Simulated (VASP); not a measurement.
# Ho (P6_3/mmc) in VASP: further runs

Runs on Ho. Level: PBE. Tasks: single point.

Program: VASP 6.6.1. These are calculated values, not measurements. Logs are shortened: lines on timing, memory, paths and dates and some standing lists are left out, and cuts for length are marked.

### 1 The crystal as given

Symmetry: P6_3/mmc, No. 194, hexagonal system. The conventional cell has a = 3.577 Å, b = 3.577 Å, c = 5.616 Å, α = 90.00°, β = 90.00°, γ = 120.00°. Ho (site symmetry -6m2) has 12 Ho at 3.49 to 3.58 Å as nearest neighbours.

### 2 Single point, PBE, collinear spin, ferromagnetic start

The input, INCAR:

```
ADDGRID = False ; ALGO = Normal
EDIFF = 1E-6 ; ENCUT = 400
GGA = PE ; ISIF = 2
ISMEAR = 1 ; ISPIN = 2
LASPH = True ; LCHARG = False
LMAXMIX = 6 ; LORBIT = 11
LREAL = False ; LWAVE = False
MAGMOM = 4 4 ; NELM = 100
PREC = Accurate ; SIGMA = 0.1
```

The input, KPOINTS:

```
k-points
0
Gamma
  9 9 5
```

The input, POSCAR:

```
Ho
1.0
    3.5773000000      0.0000000000      0.0000000000
   -1.7886500000      3.0980326770      0.0000000000
    0.0000000000      0.0000000000      5.6158000000
Ho
2
Direct
    0.6666666667      0.3333333333      0.7500000000
    0.3333333333      0.6666666667      0.2500000000
```

Potentials or basis: VASP PAW PBE potentials, release 64 (Ho).

Run with:

```bash
> cat potpaw_PBE.64/Ho/POTCAR > POTCAR
> mpirun -np 1 vasp_std > vasp.out
```

OUTCAR:

```text
EDIFF = 1E-6
   ENCUT = 400
   GGA = PE
   ISIF = 2
   ISMEAR = 1
   ISPIN = 2
   LASPH = True
   LORBIT = 11
   LREAL = False
   NELM = 100
   PREC = Accurate

 Found     36 irreducible k-points:

 Following reciprocal coordinates:
            Coordinates               Weight
  0.000000  0.000000  0.000000      1.000000
  0.111111  0.000000  0.000000      6.000000
  0.222222  0.000000  0.000000      6.000000
  0.333333  0.000000  0.000000      6.000000
  0.444444  0.000000  0.000000      6.000000
  0.111111  0.111111  0.000000      6.000000
   k-points           NKPTS =     36   k-points in BZ     NKDIM =     36   number of bands    NBANDS=     29
   number of dos      NEDOS =    301   number of ions     NIONS =      2
   total plane-waves  NPLWV =  23040
   dimension x,y,z NGX =    24 NGY =   24 NGZ =   40
   dimension x,y,z NGXF=    48 NGYF=   48 NGZF=   80
   ions per type =               2
   NGX,Y,Z   is equivalent  to a cutoff of  11.15, 11.15, 11.84 a.u.
   NGXF,Y,Z  is equivalent  to a cutoff of  22.31, 22.31, 23.68 a.u.
 SYSTEM =  unknown system
   PREC   = accura    normal or accurate (medium, high low for compatibility)
   ISTART =      0    job   : 0-new  1-cont  2-samecut
   ICHARG =      2    charge: 1-file 2-atom 10-const
   ISPIN  =      2    spin polarized calculation?
   LNONCOLLINEAR =      F non collinear calculations
   LSORBIT =      F    spin-orbit coupling
   LASPH  =      T    aspherical Exc in radial PAW
   ENCUT  =  400.0 eV  29.40 Ry    5.42 a.u.   5.83  5.83  9.16*2*pi/ulx,y,z
   NELM   =    100;   NELMIN=  2; NELMDL= -5     # of ELM steps
   EDIFF  = 0.1E-05   stopping-criterion for ELM
   LREAL  =      F    real-space projection
   EDIFFG = 0.1E-04   stopping-criterion for IOM
   NSW    =      0    number of steps for IOM
   IBRION =     -1    ionic relax: 0-MD 1-quasi-New 2-CG
   NFREE  =      0    steps in history (QN), initial steepest desc. (CG)
   ISIF   =      2    stress and relaxation
   ISYM   =      2    0-nonsym 1-usesym 2-fastsym
   POTIM  = 0.5000    time-step for ionic-motion
   TEBEG  =    0.0;   TEEND  =   0.0 temperature during run
   PSTRESS=    0.0 pullay stress
   NELECT =      42.0000    total number of electrons
   NUPDOWN=      -1.0000    fix difference up-down
   EMIN   =  10.00;   EMAX   =-10.00  energy-range for DOS
   EFERMI =   0.00;   METHOD = LEGACY
   ISMEAR =     1;   SIGMA  =   0.10  broadening in eV -4-tet -1-fermi 0-gaus
   EFERMI_NEDOS =   21; number of points for ismear=-14 and -15
   IALGO  =     38    algorithm
   IMIX   =      4    mixing-type and parameters
     AMIX     =   0.40;   BMIX     =  1.00
     AMIX_MAG =   1.60;   BMIX_MAG =  1.00
  volume/ion in A,a.u.               =      31.12       210.00
  Fermi-wavevector in a.u.,A,eV,Ry     =   1.435953  2.713558 28.054688  2.061961
  Thomas-Fermi vector in A             =   2.555195
   LORBIT       =     11    0 simple, 1 ext, 2 COOP (PROOUT), +10 PAW based schemes
   GGA     = PE    functional components
   LHFCALC =     F    Hartree Fock is set to
   AEXX    =    0.0000 exact exchange contribution
   IVDW    =     0    specifies the selected vdW correction
   LEPSILON=     F    determine dielectric tensor
   LRPA    =     F    only Hartree local field effects (RPA)
 spin polarized calculation
 Methfessel and Paxton  Order N= 1 SIGMA  =   0.10
  energy-cutoff  :      400.00
  volume of cell :       62.24
 maximum number of plane-waves:      1146
 NGX is ok and might be reduce to    24
   NGX = 11   NGY = 11   NGZ = 19

 number of electron      42.0000033 magnetization       7.1862287

 Free energy of the ion-electron system (eV)
  ---------------------------------------------------
  ext. energy  EPLUGINS =         0.00000000
  ---------------------------------------------------
  free energy    TOTEN  =       -12.90283116 eV

  energy without entropy =      -12.89943969  energy(sigma->0) =      -12.90170067

 E-fermi :   2.5988     XC(G=0): -10.1447

 val. band max:        2.5984916952   @ k =   0.3333   0.1111   0.2000
 cond. band min:       2.6030357529   @ k =   0.4444   0.1111   0.4000
 fundamental gap:      0.0045440577
 Fermi energy:         2.5987746267

 spin component 1

 k-point     1 :       0.0000    0.0000    0.0000
  band No.  band energies     occupation
      1     -45.5330      1.00000
      2     -45.4718      1.00000
      3     -21.0339      1.00000
      4     -20.3041      1.00000
      5     -20.2668      1.00000
      6     -20.2668      1.00000
[... 21 lines left out ...]
     28       5.1427      0.00000
     29       5.5926      0.00000

 k-point     2 :       0.1111    0.0000    0.0000
  band No.  band energies     occupation
      1     -45.5280      1.00000
      2     -45.4701      1.00000
      3     -21.0076      1.00000
      4     -20.3216      1.00000
      5     -20.3169      1.00000
      6     -20.2852      1.00000
[... 21 lines left out ...]
     28       5.2380      0.00000
     29       5.6134      0.00000

 k-point     3 :       0.2222    0.0000    0.0000
  band No.  band energies     occupation
      1     -45.5149      1.00000
      2     -45.4662      1.00000
      3     -20.9350      1.00000
      4     -20.4608      1.00000
      5     -20.3553      1.00000
      6     -20.3536      1.00000
[... 21 lines left out ...]
     28       5.1351      0.00000
     29       5.2662      0.00000

 k-point     4 :       0.3333    0.0000    0.0000
  band No.  band energies     occupation
      1     -45.4985      1.00000
      2     -45.4632      1.00000
      3     -20.8347      1.00000
      4     -20.6193      1.00000
      5     -20.5029      1.00000
      6     -20.4159      1.00000
[... 21 lines left out ...]
     28       4.6871      0.00000
     29       4.7859      0.00000

 k-point     5 :       0.4444    0.0000    0.0000
  band No.  band energies     occupation
      1     -45.4858      1.00000
      2     -45.4633      1.00000
      3     -20.7448      1.00000
      4     -20.7220      1.00000
      5     -20.5959      1.00000
      6     -20.4799      1.00000
[... 21 lines left out ...]
     28       4.5188     -0.00000
     29       5.0899      0.00000

 k-point     6 :       0.1111    0.1111    0.0000
  band No.  band energies     occupation
      1     -45.5190      1.00000
      2     -45.4673      1.00000
      3     -20.9581      1.00000
      4     -20.4026      1.00000
      5     -20.3602      1.00000
      6     -20.3425      1.00000
[... 21 lines left out ...]
     28       5.1263      0.00000
     29       5.5717      0.00000

 [... further k-points ...]

 spin component 2

 k-point     1 :       0.0000    0.0000    0.0000
  band No.  band energies     occupation
      1     -43.9623      1.00000
      2     -43.8932      1.00000
      3     -19.9196      1.00000
      4     -19.1539      1.00000
      5     -19.1538      1.00000
      6     -19.1083      1.00000
[... 21 lines left out ...]
     28       5.6264      0.00000
     29       6.0386      0.00000

 k-point     2 :       0.1111    0.0000    0.0000
  band No.  band energies     occupation
      1     -43.9566      1.00000
      2     -43.8912      1.00000
      3     -19.8902      1.00000
      4     -19.2153      1.00000
      5     -19.1744      1.00000
      6     -19.1223      1.00000
[... 21 lines left out ...]
     28       5.6736      0.00000
     29       6.1168      0.00000

 k-point     3 :       0.2222    0.0000    0.0000
  band No.  band energies     occupation
      1     -43.9418      1.00000
      2     -43.8868      1.00000
      3     -19.8090      1.00000
      4     -19.3716      1.00000
      5     -19.2540      1.00000
      6     -19.2240      1.00000
[... 21 lines left out ...]
     28       5.5600      0.00000
     29       5.6861      0.00000

 k-point     4 :       0.3333    0.0000    0.0000
  band No.  band energies     occupation
      1     -43.9232      1.00000
      2     -43.8834      1.00000
      3     -19.6969      1.00000
      4     -19.5491      1.00000
      5     -19.4196      1.00000
      6     -19.2772      1.00000
[... 21 lines left out ...]
     28       5.1015      0.00000
     29       5.1795      0.00000

 k-point     5 :       0.4444    0.0000    0.0000
  band No.  band energies     occupation
      1     -43.9088      1.00000
      2     -43.8835      1.00000
      3     -19.6636      1.00000
      4     -19.5963      1.00000
      5     -19.5223      1.00000
      6     -19.3108      1.00000
[... 21 lines left out ...]
     28       4.8925      0.00000
     29       5.4797      0.00000

 k-point     6 :       0.1111    0.1111    0.0000
  band No.  band energies     occupation
      1     -43.9464      1.00000
      2     -43.8880      1.00000
      3     -19.8349      1.00000
      4     -19.3058      1.00000
      5     -19.2600      1.00000
      6     -19.1641      1.00000
[... 21 lines left out ...]
     28       5.5498      0.00000
     29       6.0691      0.00000

 [... further k-points ...]

------------------------ aborting loop because EDIFF is reached ----------------------------------------

  FORCE on cell =-STRESS in cart. coord.  units (eV):
  Direction    XX          YY          ZZ          XY          YZ          ZX
  --------------------------------------------------------------------------------------
  -------------------------------------------------------------------------------------
  Total        0.5487571      0.5487571      1.1286766      0.0000000     -0.0000000     -0.0000000
  in kB       14.1266022     14.1266022     29.0554165      0.0000000     -0.0000000     -0.0000000
  external PRESSURE =      19.1028737 kB  Pullay stress =       0.0000000 kB

 VOLUME and BASIS-vectors are now :
 -----------------------------------------------------------------------------
  energy-cutoff  :      400.00
  volume of cell :       62.24
      direct lattice vectors                 reciprocal lattice vectors
     3.577300000  0.000000000  0.000000000     0.279540436  0.161392746  0.000000000
    -1.788650000  3.098032677  0.000000000     0.000000000  0.322785491  0.000000000
     0.000000000  0.000000000  5.615800000     0.000000000  0.000000000  0.178069020

 POSITION                                       TOTAL-FORCE (eV/Angst)
 -----------------------------------------------------------------------------------
      1.78865      1.03268      4.21185         0.000000     -0.000000      0.000000
     -0.00000      2.06536      1.40395        -0.000000      0.000000      0.000000
 -----------------------------------------------------------------------------------
    total drift:                               -0.000000      0.000000     -0.000000

  FREE ENERGIE OF THE ION-ELECTRON SYSTEM (eV)
  ---------------------------------------------------
  free  energy   TOTEN  =       -12.9028311567 eV

  energy  without entropy=      -12.8994396887  energy(sigma->0) =      -12.90170067

 total charge

# of ion       s       p       d       f       tot
--------------------------------------------------
    1        2.124   5.702   0.417  10.328  18.571
    2        2.124   5.702   0.417  10.328  18.571
--------------------------------------------------
tot          4.248  11.404   0.833  20.655  37.141

 magnetization (x)

# of ion       s       p       d       f       tot
--------------------------------------------------
    1        0.004  -0.021   0.045   3.448   3.476
    2        0.004  -0.021   0.045   3.448   3.476
--------------------------------------------------
tot          0.009  -0.042   0.090   6.896   6.952
```

Wall time 1.9 min (1 thread of Intel Xeon 6975P-C (Granite Rapids), shared host); peak memory 0.22 GiB.

The run converged, but some of its settings lie outside the range that counts as converged, so its numbers aren't taken as properties of the crystal.

What came out:

* Free energy: -12.9028 eV
* Pressure: 1.9 GPa
* Band gap on the k mesh: none (metal or under the smearing width)
* Net moment: 7.19 μB per cell
* Site moments: Ho +3.48 μB
* Valence electrons inside the program's atomic spheres: Ho 18.57

Caveat: the cutoff is under 1.25 times the usual one of these potentials, so pressure, stress and relaxed cells hold a basis-set (Pulay) error; the magnetic or orbital state may not be the lowest; spin-orbit coupling is left out, which moves the levels of the heavy elements.

### 3 Single point, PBE, collinear spin, ferromagnetic start

INCAR, as its differences from that of step 2:

```diff
@@ -1,3 +1,3 @@
 ADDGRID = False ; ALGO = Normal
-EDIFF = 1E-6 ; ENCUT = 400
+EDIFF = 1E-6 ; ENCUT = 220
 GGA = PE ; ISIF = 2
```

The input, KPOINTS:

```
k-points
0
Gamma
  13 13 7
```

POSCAR is that of step 2.

Potentials or basis: VASP PAW PBE potentials, release 64 (Ho).

Run with:

```bash
> cat potpaw_PBE.64/Ho/POTCAR > POTCAR
> mpirun -np 1 vasp_std > vasp.out
```

OUTCAR:

```text
EDIFF = 1E-6
   ENCUT = 220
   GGA = PE
   ISIF = 2
   ISMEAR = 1
   ISPIN = 2
   LASPH = True
   LORBIT = 11
   LREAL = False
   NELM = 100
   PREC = Accurate

 Found     84 irreducible k-points:

 Following reciprocal coordinates:
            Coordinates               Weight
  0.000000  0.000000  0.000000      1.000000
  0.076923 -0.000000  0.000000      6.000000
  0.153846  0.000000  0.000000      6.000000
  0.230769  0.000000  0.000000      6.000000
[... 477 lines left out ...]
  external PRESSURE =    -243.2516271 kB  Pullay stress =       0.0000000 kB

 VOLUME and BASIS-vectors are now :
 -----------------------------------------------------------------------------
  energy-cutoff  :      220.00
  volume of cell :       62.24
      direct lattice vectors                 reciprocal lattice vectors
     3.577300000  0.000000000  0.000000000     0.279540436  0.161392746  0.000000000
    -1.788650000  3.098032677  0.000000000     0.000000000  0.322785491  0.000000000
     0.000000000  0.000000000  5.615800000     0.000000000  0.000000000  0.178069020

 POSITION                                       TOTAL-FORCE (eV/Angst)
 -----------------------------------------------------------------------------------
      1.78865      1.03268      4.21185         0.000000      0.000000     -0.000000
     -0.00000      2.06536      1.40395        -0.000000      0.000000      0.000000
 -----------------------------------------------------------------------------------
    total drift:                               -0.000000      0.000000     -0.000000

  FREE ENERGIE OF THE ION-ELECTRON SYSTEM (eV)
  ---------------------------------------------------
  free  energy   TOTEN  =       -11.8862482831 eV

  energy  without entropy=      -11.8796597799  energy(sigma->0) =      -11.88405212

 total charge

# of ion       s       p       d       f       tot
--------------------------------------------------
    1        2.120   5.902   0.456  10.266  18.744
    2        2.120   5.902   0.456  10.266  18.744
--------------------------------------------------
tot          4.240  11.803   0.912  20.533  37.488

 magnetization (x)

# of ion       s       p       d       f       tot
--------------------------------------------------
    1        0.004  -0.014   0.064   3.522   3.576
    2        0.004  -0.014   0.064   3.522   3.576
--------------------------------------------------
tot          0.008  -0.027   0.127   7.044   7.152
```

Wall time 95 s (1 thread of Intel Xeon 6975P-C (Granite Rapids), shared host); peak memory 0.19 GiB.

The run converged, but a check on its numbers failed (symmetry, net force, bounds or a known fault of this set-up), so they aren't taken as properties of the crystal.

Caveat: the cutoff lies under the usual one of these potentials, so the numbers hold a large basis-set error; the magnetic or orbital state may not be the lowest; spin-orbit coupling is left out, which moves the levels of the heavy elements.

### 4 Single point, PBE, collinear spin, ferromagnetic start

The input, run.py:

```python
from ase.calculators.vasp import Vasp
from ase.dft.bandgap import bandgap
from ase.io import read

atoms = read('Ho.cif', primitive_cell=True, subtrans_included=False)
atoms.set_initial_magnetic_moments([4.0, 4.0])
calc = Vasp(
    directory='calc',
    xc='pbe',
    pp='PBE',
    setups={'base': 'minimal'},
    prec='Accurate',
    encut=520,
    ediff=1e-06,
    ismear=0,
    sigma=0.05,
    lreal=False,
    lasph=True,
    nelm=100,
    algo='Normal',
    isif=2,
    lwave=False,
    lcharg=False,
    ispin=2,
    lorbit=11,
    lmaxmix=6,
    kpts=[9, 9, 5],
    gamma=True,
    nbands=32,
)
atoms.calc = calc

print('energy (eV):', atoms.get_potential_energy())
print('free energy (eV):', atoms.get_potential_energy(force_consistent=True))
print('forces (eV/A):')
print(atoms.get_forces())
print('stress (eV/A^3, Voigt):', atoms.get_stress())
print('Fermi level (eV):', calc.get_fermi_level())
print('moment (muB):', atoms.get_magnetic_moment())
print('site moments (muB):', atoms.get_magnetic_moments())
gap, top, bottom = bandgap(calc)
print('band gap (eV):', gap, 'from (spin, k, band)', top, 'to', bottom)
```

The input, Ho.cif:

```cif
data_Ho
_cell_length_a 3.57730000
_cell_length_b 3.57730000
_cell_length_c 5.61580000
_cell_angle_alpha 90.00000000
_cell_angle_beta 90.00000000
_cell_angle_gamma 120.00000000
_space_group_name_H-M_alt 'P6_3/mmc'
_space_group_name_Hall '-P 6c 2c'
_space_group_IT_number 194
loop_
_space_group_symop_operation_xyz
'x,y,z'
'-x,-y,-z'
'x-y,x,z+1/2'
'-x+y,-x,-z+1/2'
'-y,x-y,z'
'y,-x+y,-z'
'-x,-y,z+1/2'
'x,y,-z+1/2'
'-x+y,-x,z'
'x-y,x,-z'
'y,-x+y,z+1/2'
'-y,x-y,-z+1/2'
'-y,-x,-z+1/2'
'y,x,z+1/2'
'-x,-x+y,-z'
'x,x-y,z'
'-x+y,y,-z+1/2'
'x-y,-y,z+1/2'
'y,x,-z'
'-y,-x,z'
'x,x-y,-z+1/2'
'-x,-x+y,z+1/2'
'x-y,-y,-z'
'-x+y,y,z'
loop_
_atom_site_label
_atom_site_type_symbol
_atom_site_symmetry_multiplicity
_atom_site_Wyckoff_symbol
_atom_site_fract_x
_atom_site_fract_y
_atom_site_fract_z
_atom_site_occupancy
Ho1 Ho 2 c 0.6666666667 0.3333333333 0.7500000000 1
```

Run with:

```bash
> python run.py
```

Wall time 13 min (1 thread of Intel Xeon Platinum 8175M at 2.50GHz (Skylake/Cascade Lake), shared host); peak memory 0.29 GiB.

Results (log left out):

```
Free energy                                           : -12.9499 eV
Pressure                                              : 2.7 GPa
Band gap on the k mesh                                : none (metal or under the smearing width)
Net moment                                            : 7.18 μB per cell
Site moments                                          : Ho +3.48 μB
Valence electrons inside the program's atomic spheres : Ho 18.57
```

Stress tensor (GPa, compression positive):
```
2.14 0.00 0.00
0.00 2.14 0.00
0.00 0.00 3.82
```

Levels at points of the mesh, in eV from the Fermi level:
Spin up:
```csv
k point,band 21,band 22,band 23,band 24,band 25,band 26,band 27,band 28
"(0.00, 0.00, 0.00)",-2.23,-2.21,-2.08,-1.92,1.23,2.25,2.25,2.55
```
Spin down:
| k point | band 15 | band 16 | band 17 | band 18 | band 19 | band 20 | band 21 | band 22 |
| --- | --- | --- | --- | --- | --- | --- | --- | --- |
| (0.00, 0.00, 0.00) | -0.12 | -0.12 | -0.07 | -0.07 | 0.69 | 0.69 | 0.78 | 0.78 |

Caveat: the magnetic or orbital state may not be the lowest; spin-orbit coupling is left out, which moves the levels of the heavy elements.
